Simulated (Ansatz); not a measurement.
Set up this calculation in Ansatz 0.2.0, as the native input.

| Item | Value |
| --- | --- |
| Task | single point |
| Functional | PBEsol |
| Potentials or basis | Ansatz PAW |
| Cutoff | 420 eV (not typed: the program's choice for these potentials) |
| k mesh | 11 × 11 × 11 |
| Occupations | fermi-dirac, width 0.05 eV |
| Spin | non-collinear spin, ferromagnetic start, spin-orbit coupling |
| Starting moments | [[0.0, 0.0, 0.5]] μB |

W:

```xyz
1
Lattice="0.0000 2.0300 2.0300 2.0300 0.0000 2.0300 2.0300 2.0300 0.0000" Properties=species:S:1:pos:R:3 pbc="T T T"
W     0.0000    0.0000    0.0000
```

This isn't the form of W at room conditions, which is bcc.

These files were run (other wordings do the same):

input.yaml

```yaml
crystal:
  lattice:
    - [0.0, 2.03, 2.03]
    - [2.03, 0.0, 2.03]
    - [2.03, 2.03, 0.0]
  atoms:
    - { symbol: W, spin: 0.5, spin_axis: [0.0, 0.0, 0.5], position_ang: [0.0, 0.0, 0.0] }
hamiltonian:
  xc: pbesol
  pseudopotentials: { kind: paw_fr }
magnetization:
  noncollinear: true
  spin_orbit: true
kpoints:
  mp_grid: { grid: [11, 11, 11] }
scf:
  occupations: { method: fermi_dirac, width: 0.05 }
  eigensolver: { kind: davidson }
output:
  forces: true
  stress: true
  eigenvalues: true
```

Potentials or basis: Ansatz PAW.

Run with:

```sh
$ ansatz run input.yaml --threads 1 --pin off --max-ram 2560MiB --backend cpu --events-out ev --progress --plain --runs-dir out
```

Results of the run:

| Quantity | Value |
| --- | --- |
| Pressure | -12.2 GPa |
| Band gap on the k mesh | none (metal or under the smearing width) |
| Net moment | 0.00 μB per cell |
| Absolute moment | 0.00 μB per cell |

Caveat: the PAW data sets come from PBE, with cores solved anew for the run's functional, which leaves a small shift of forces and pressure; the starting moments weren't kept; the thresholds are loose for stress.

It took 23 s on 1 thread of Arm Neoverse V1 (shared host), peak memory 0.35 GiB.
